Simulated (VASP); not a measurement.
# HfN (Fm-3m) in VASP: settings compared

Aim: see how the results for HfN move with the level of theory and the settings. Levels: r2SCAN, r2SCAN+rVV10. Tasks: relaxation of cell and atoms.

Everything below comes from runs of VASP 6.6.1. Logs are shortened: lines on timing, memory, paths and dates and some standing lists are left out, and cuts for length are marked.

**1. The crystal as given**

It takes space group Fm-3m (No. 225, cubic). Conventional cell: a = 4.512 Å, b = 4.512 Å, c = 4.512 Å, α = 90.00°, β = 90.00°, γ = 90.00°. Around Hf (site symmetry m-3m) lie 6 N at 2.26 Å. N (site symmetry m-3m) has 6 Hf at 2.26 Å as nearest neighbours.

The cell is a database's computed one.

**2. Relaxation of cell and atoms, r2SCAN**

File INCAR:

```
ALGO = Normal
EDIFF = 1E-7
EDIFFG = -0.005
ENCUT = 600
IBRION = 2
ISIF = 3
ISMEAR = 0
LASPH = True
LCHARG = False
LMIXTAU = True
LREAL = False
LWAVE = False
METAGGA = R2SCAN
NELM = 100
NSW = 90
PREC = Accurate
SIGMA = 0.1
```

File KPOINTS:

```
k-points
0
Gamma
  16 16 16
```

File POSCAR:

```
HfN
1.0
    0.0000000000      2.2558601200      2.2558601200
    2.2558601200      0.0000000000      2.2558601200
    2.2558601200      2.2558601200      0.0000000000
Hf N
1 1
Direct
    0.0000000000      0.0000000000      0.0000000000
    0.5000000000      0.5000000000      0.5000000000
```

Potentials or basis: VASP PAW PBE potentials, release 64 (Hf_pv, N).

Started as:

```sh
$ cat potpaw_PBE.64/Hf_pv/POTCAR potpaw_PBE.64/N/POTCAR > POTCAR
$ mpirun -np 1 vasp_std > vasp.out
```

OUTCAR:

```text
EDIFF = 1E-7
   EDIFFG = -0.005
   ENCUT = 600
   IBRION = 2
   ISIF = 3
   ISMEAR = 0
   LASPH = True
   LREAL = False
   METAGGA = R2SCAN
   NELM = 100
   NSW = 90
   PREC = Accurate

 ion  position               nearest neighbor table
   1  0.000  0.000  0.000-   2 2.26   2 2.26   2 2.26   2 2.26   2 2.26   2 2.26
   2  0.500  0.500  0.500-   1 2.26   1 2.26   1 2.26   1 2.26   1 2.26   1 2.26

  LATTYP: Found a face centered cubic cell.
 ALAT       =     4.5117202400

  Lattice vectors:

 A1 = (   0.0000000000,   2.2558601200,   2.2558601200)
 A2 = (   2.2558601200,   0.0000000000,   2.2558601200)
 A3 = (   2.2558601200,   2.2558601200,   0.0000000000)

Analysis of symmetry for initial positions (statically):
=====================================================================
 Subroutine PRICEL returns:
 Original cell was already a primitive cell.

 Routine SETGRP: Setting up the symmetry group for a
 face centered cubic supercell.

 Subroutine GETGRP returns: Found 48 space group operations
 (whereof 48 operations were pure point group operations)
 out of a pool of 48 trial point group operations.

The static configuration has the point symmetry O_h .

Analysis of symmetry for dynamics (positions and initial velocities):
=====================================================================
 Subroutine PRICEL returns:
 Original cell was already a primitive cell.

 Routine SETGRP: Setting up the symmetry group for a
 face centered cubic supercell.

 Subroutine GETGRP returns: Found 48 space group operations
 (whereof 48 operations were pure point group operations)
 out of a pool of 48 trial point group operations.

The dynamic configuration has the point symmetry O_h .

 Subroutine INISYM returns: Found 48 space group operations
 (whereof 48 operations are pure point group operations),
 and found     1 'primitive' translations

----------------------------------------------------------------------------------------

                                     Primitive cell

  volume of cell :      22.9597

  direct lattice vectors                    reciprocal lattice vectors
     0.000000000  2.255860120  2.255860120    -0.221644948  0.221644948  0.221644948
     2.255860120  0.000000000  2.255860120     0.221644948 -0.221644948  0.221644948
     2.255860120  2.255860120  0.000000000     0.221644948  0.221644948 -0.221644948

  length of vectors
     3.190267977  3.190267977  3.190267977     0.383900312  0.383900312  0.383900312

  position of ions in fractional coordinates (direct lattice)
     0.000000000  0.000000000  0.000000000
     0.500000000  0.500000000  0.500000000

  ion indices of the primitive-cell ions
   primitive index   ion index
                 1           1
                 2           2

----------------------------------------------------------------------------------------

 KPOINTS: k-points

Automatic generation of k-mesh.
 Grid dimensions read from file:
 generate k-points for:   16   16   16

 Generating k-lattice:

  Cartesian coordinates                     Fractional coordinates (reciprocal lattice)
    -0.013852809  0.013852809  0.013852809     0.062500000  0.000000000  0.000000000
     0.013852809 -0.013852809  0.013852809     0.000000000  0.062500000  0.000000000
     0.013852809  0.013852809 -0.013852809     0.000000000  0.000000000  0.062500000

  Length of vectors
     0.023993769  0.023993769  0.023993769

  Shift w.r.t. Gamma in fractional coordinates (k-lattice)
     0.000000000  0.000000000  0.000000000

 Subroutine IBZKPT returns following result:
 ===========================================

 Found    145 irreducible k-points:

 Following reciprocal coordinates:
            Coordinates               Weight
  0.000000  0.000000  0.000000      1.000000
  0.062500  0.000000  0.000000      8.000000
  0.125000  0.000000  0.000000      8.000000
  0.187500  0.000000  0.000000      8.000000
  0.250000  0.000000  0.000000      8.000000
  0.312500  0.000000  0.000000      8.000000
[... 16 lines left out ...]
 -0.125000  0.062500  0.000000     24.000000
 -0.062500  0.062500  0.000000     12.000000
 [... further k-points ...]
   k-points           NKPTS =    145   k-points in BZ     NKDIM =    145   number of bands    NBANDS=     11
   number of dos      NEDOS =    301   number of ions     NIONS =      2
   total plane-waves  NPLWV =  21952
   dimension x,y,z NGX =    28 NGY =   28 NGZ =   28
   dimension x,y,z NGXF=    56 NGYF=   56 NGZF=   56
   ions per type =               1   1
   NGX,Y,Z   is equivalent  to a cutoff of  14.59, 14.59, 14.59 a.u.
   NGXF,Y,Z  is equivalent  to a cutoff of  29.18, 29.18, 29.18 a.u.
 SYSTEM =  unknown system
   PREC   = accura    normal or accurate (medium, high low for compatibility)
   ISTART =      0    job   : 0-new  1-cont  2-samecut
   ICHARG =      2    charge: 1-file 2-atom 10-const
   ISPIN  =      1    spin polarized calculation?
   LNONCOLLINEAR =      F non collinear calculations
   LSORBIT =      F    spin-orbit coupling
   LASPH  =      T    aspherical Exc in radial PAW
   ENCUT  =  600.0 eV  44.10 Ry    6.64 a.u.   6.37  6.37  6.37*2*pi/ulx,y,z
   NELM   =    100;   NELMIN=  2; NELMDL= -5     # of ELM steps
   EDIFF  = 0.1E-06   stopping-criterion for ELM
   LREAL  =      F    real-space projection
   EDIFFG = -.5E-02   stopping-criterion for IOM
   NSW    =     90    number of steps for IOM
   IBRION =      2    ionic relax: 0-MD 1-quasi-New 2-CG
   NFREE  =      1    steps in history (QN), initial steepest desc. (CG)
   ISIF   =      3    stress and relaxation
   ISYM   =      2    0-nonsym 1-usesym 2-fastsym
   POTIM  = 0.5000    time-step for ionic-motion
   TEBEG  =    0.0;   TEEND  =   0.0 temperature during run
   PSTRESS=    0.0 pullay stress
   NELECT =      15.0000    total number of electrons
   NUPDOWN=      -1.0000    fix difference up-down
   EMIN   =  10.00;   EMAX   =-10.00  energy-range for DOS
   EFERMI =   0.00;   METHOD = LEGACY
   ISMEAR =     0;   SIGMA  =   0.10  broadening in eV -4-tet -1-fermi 0-gaus
   EFERMI_NEDOS =   21; number of points for ismear=-14 and -15
   IALGO  =     38    algorithm
   IMIX   =      4    mixing-type and parameters
     AMIX     =   0.40;   BMIX     =  1.00
     AMIX_MAG =   1.60;   BMIX_MAG =  1.00
  volume/ion in A,a.u.               =      11.48        77.47
  Fermi-wavevector in a.u.,A,eV,Ry     =   1.420528  2.684408 27.455188  2.017899
  Thomas-Fermi vector in A             =   2.541434
   LORBIT       =      0    0 simple, 1 ext, 2 COOP (PROOUT), +10 PAW based schemes
   METAGGA = R2SCAN    functional components
   LHFCALC =     F    Hartree Fock is set to
   AEXX    =    0.0000 exact exchange contribution
   IVDW    =     0    specifies the selected vdW correction
   LEPSILON=     F    determine dielectric tensor
   LRPA    =     F    only Hartree local field effects (RPA)
 conjugate gradient relaxation of ions
 non-spin polarized calculation
 Gauss-broadening in eV      SIGMA  =   0.10
  energy-cutoff  :      600.00
  volume of cell :       22.96
 maximum number of plane-waves:       785
 NGX is ok and might be reduce to    28

 number of electron      15.0000002 magnetization

 Free energy of the ion-electron system (eV)
  ---------------------------------------------------
  ext. energy  EPLUGINS =         0.00000000
  ---------------------------------------------------
  free energy    TOTEN  =       -58.23913710 eV

  energy without entropy =      -58.23629302  energy(sigma->0) =      -58.23771506

 E-fermi :   8.5681     XC(G=0): -13.5864

 val. band max:        8.5654736235   @ k =  -0.1250   0.0625   0.0000
 cond. band min:       8.5821211541   @ k =   0.3750   0.1250   0.0000
 fundamental gap:      0.0166475307
 Fermi energy:         8.5681311069

 k-point     1 :       0.0000    0.0000    0.0000
  band No.  band energies     occupation
      1     -23.9516      2.00000
      2     -23.9516      2.00000
      3     -23.9516      2.00000
      4     -10.1585      2.00000
      5       5.1356      2.00000
      6       5.1356      2.00000
      7       5.1356      2.00000
      8       8.2279      2.00000
      9       8.2279      2.00000
     10       8.2279      2.00000
     11      10.5893      0.00000

 k-point     2 :       0.0625    0.0000    0.0000
  band No.  band energies     occupation
      1     -23.9930      2.00000
      2     -23.9548      2.00000
      3     -23.9548      2.00000
      4     -10.0672      2.00000
      5       4.7389      2.00000
      6       4.9016      2.00000
      7       4.9016      2.00000
      8       8.3362      1.99896
      9       8.3642      1.99607
     10       8.3642      1.99607
     11      10.8991      0.00000

 k-point     3 :       0.1250    0.0000    0.0000
  band No.  band energies     occupation
      1     -24.1089      2.00000
      2     -23.9640      2.00000
      3     -23.9640      2.00000
      4      -9.8053      2.00000
      5       3.8262      2.00000
      6       4.3505      2.00000
      7       4.3505      2.00000
      8       8.5363      1.34715
      9       8.7269      0.02478
     10       8.7269      0.02478
     11      11.7150      0.00000

 k-point     4 :       0.1875    0.0000    0.0000
  band No.  band energies     occupation
      1     -24.2771      2.00000
      2     -23.9777      2.00000
      3     -23.9777      2.00000
      4      -9.4056      2.00000
      5       2.7463      2.00000
      6       3.7065      2.00000
      7       3.7065      2.00000
      8       8.7921      0.00154
      9       9.2666      0.00000
     10       9.2666      0.00000
     11      12.6689      0.00000

 k-point     5 :       0.2500    0.0000    0.0000
  band No.  band energies     occupation
      1     -24.4680      2.00000
      2     -23.9937      2.00000
      3     -23.9937      2.00000
      4      -8.9165      2.00000
      5       1.6746      2.00000
      6       3.0984      2.00000
      7       3.0984      2.00000
      8       9.1754      0.00000
      9       9.9529      0.00000
     10       9.9529      0.00000
     11      13.5839      0.00000
[... 211 lines left out ...]
 k-point    21 :      -0.2500    0.0625    0.0000
  band No.  band energies     occupation
      1     -24.5305      2.00000
      2     -24.0396      2.00000
      3     -23.9860      2.00000
      4      -8.7173      2.00000
      5       1.2654      2.00000
      6       2.7358      2.00000
      7       3.1382      2.00000
      8       9.2130      0.00000
      9       9.8815      0.00000
     10      10.9110      0.00000
     11      13.1673      0.00000

 k-point    22 :      -0.1875    0.0625    0.0000
  band No.  band energies     occupation
      1     -24.3465      2.00000
      2     -24.0203      2.00000
      3     -23.9699      2.00000
      4      -9.2011      2.00000
      5       2.2236      2.00000
      6       3.2632      2.00000
      7       3.7300      2.00000
      8       8.8208      0.00035
      9       9.2099      0.00000
     10      10.1380      0.00000
     11      12.1167      0.00000

 k-point    23 :      -0.1250    0.0625    0.0000
  band No.  band energies     occupation
      1     -24.1760      2.00000
      2     -23.9987      2.00000
      3     -23.9583      2.00000
      4      -9.6198      2.00000
      5       3.2134      2.00000
      6       3.8680      2.00000
      7       4.3359      2.00000
      8       8.5655      1.02998
      9       8.7043      0.05411
     10       9.4441      0.00000
     11      11.2263      0.00000

 k-point    24 :      -0.0625    0.0625    0.0000
  band No.  band energies     occupation
      1     -24.0503      2.00000
      2     -23.9758      2.00000
      3     -23.9530      2.00000
      4      -9.9213      2.00000
      5       4.1219      2.00000
      6       4.4669      2.00000
      7       4.7986      2.00000
      8       8.3767      1.99322
      9       8.4071      1.97725
     10       8.8548      0.00005
     11      10.7736      0.00000

 [... further k-points ...]

------------------------ aborting loop because EDIFF is reached ----------------------------------------

  FORCE on cell =-STRESS in cart. coord.  units (eV):
  Direction    XX          YY          ZZ          XY          YZ          ZX
  --------------------------------------------------------------------------------------
  -------------------------------------------------------------------------------------
  Total       -0.0075221     -0.0075221     -0.0075221      0.0000000      0.0000000      0.0000000
  in kB       -0.5249049     -0.5249049     -0.5249049      0.0000000      0.0000000      0.0000000
  external PRESSURE =      -0.5249049 kB  Pullay stress =       0.0000000 kB

 VOLUME and BASIS-vectors are now :
 -----------------------------------------------------------------------------
  energy-cutoff  :      600.00
  volume of cell :       22.96
      direct lattice vectors                 reciprocal lattice vectors
     0.000000000  2.255860120  2.255860120    -0.221644948  0.221644948  0.221644948
     2.255860120  0.000000000  2.255860120     0.221644948 -0.221644948  0.221644948
     2.255860120  2.255860120  0.000000000     0.221644948  0.221644948 -0.221644948

 POSITION                                       TOTAL-FORCE (eV/Angst)
 -----------------------------------------------------------------------------------
      0.00000      0.00000      0.00000        -0.000000     -0.000000     -0.000000
      2.25586      2.25586      2.25586         0.000000      0.000000      0.000000
 -----------------------------------------------------------------------------------
    total drift:                                0.000000      0.000000      0.000000

  FREE ENERGIE OF THE ION-ELECTRON SYSTEM (eV)
  ---------------------------------------------------
  free  energy   TOTEN  =       -58.2391370951 eV

  energy  without entropy=      -58.2362930207  energy(sigma->0) =      -58.23771506

 reached required accuracy - stopping structural energy minimisation
```

It took 2.1 min on 1 thread of Intel Xeon 6975P-C (Granite Rapids), shared host; peak memory 0.21 GiB.

Results:

```
Free energy             : -58.2391 eV
Pressure after relaxing : -0.1 GPa
Band gap on the k mesh  : none (metal or under the smearing width)
```

Final structure:
```xyz
2
Lattice="0.0000 2.2559 2.2559 2.2559 0.0000 2.2559 2.2559 2.2559 0.0000" Properties=species:S:1:pos:R:3 pbc="T T T"
Hf    0.0000    0.0000    0.0000
N     2.2559    2.2559    2.2559
```

Caveat: the relaxation stopped at its first step, so nothing moved; the PAW data sets were made with another functional, which shifts forces and pressure a little.

**3. Relaxation of cell and atoms, r2SCAN+rVV10**

INCAR, as its differences from that of step 2:

```diff
@@ -1,2 +1,4 @@
 ALGO = Normal
+BPARAM = 11.95
+CPARAM = 0.0093
 EDIFF = 1E-7
@@ -7,2 +9,3 @@
 ISMEAR = 0
+IVDW_NL = 2
 LASPH = True
@@ -11,2 +14,3 @@
 LREAL = False
+LUSE_VDW = True
 LWAVE = False
```

KPOINTS is that of step 2.

POSCAR is that of step 2.

Potentials or basis: VASP PAW PBE potentials, release 64 (Hf_pv, N).

Started as:

```sh
$ cat potpaw_PBE.64/Hf_pv/POTCAR potpaw_PBE.64/N/POTCAR > POTCAR
$ mpirun -np 1 vasp_std > vasp.out
```

It took 7 min on 1 thread of Intel Xeon 6975P-C (Granite Rapids), shared host; peak memory 0.32 GiB.

It converged, with:

* Free energy: -58.0146 eV
* Relaxed volume: 11.43 Å³/atom
* Relaxed cell: a = 3.185 Å, b = 3.185 Å, c = 3.185 Å, α = 60.00°, β = 60.00°, γ = 60.00°
* Space group after relaxing (to 0.05 Å): Fm-3m (No. 225)
* Energy gained by relaxing: 0.2 meV/atom
* Ionic steps: 4
* Pressure after relaxing: 0.0 GPa
* Band gap on the k mesh: none (metal or under the smearing width)

Step by step:
| step | energy change (eV) | largest force (eV/Å) | pressure (GPa) | volume (Å³) |
| --- | --- | --- | --- | --- |
| 1 | 0.0000 | 0.0000 | -1.35 | 22.96 |
| 2 | 0.0016 | 0.0000 | 2.83 | 22.64 |
| 3 | -0.0004 | 0.0000 | -0.09 | 22.86 |
| 4 | -0.0004 | 0.0000 | 0.00 | 22.85 |

Final structure:
```xyz
2
Lattice="0.0000 2.2524 2.2524 2.2524 0.0000 2.2524 2.2524 2.2524 0.0000" Properties=species:S:1:pos:R:3 pbc="T T T"
Hf    0.0000    0.0000    0.0000
N     2.2524    2.2524    2.2524
```

Levels at points of the mesh, in eV from the Fermi level:
```tsv
k point	band 5	band 6	band 7	band 8	band 9	band 10	band 11
(0.00, 0.00, 0.00)	-3.43	-3.43	-3.43	-0.34	-0.34	-0.34	2.04
(0.50, 0.00, 0.00)	-9.40	-6.69	-6.69	3.44	3.84	3.84	4.64
(0.50, 0.50, 0.00)	-5.93	-4.13	-4.13	-3.94	4.20	5.65	5.65
```

Caveat: the PAW data sets were made with another functional, which shifts forces and pressure a little.
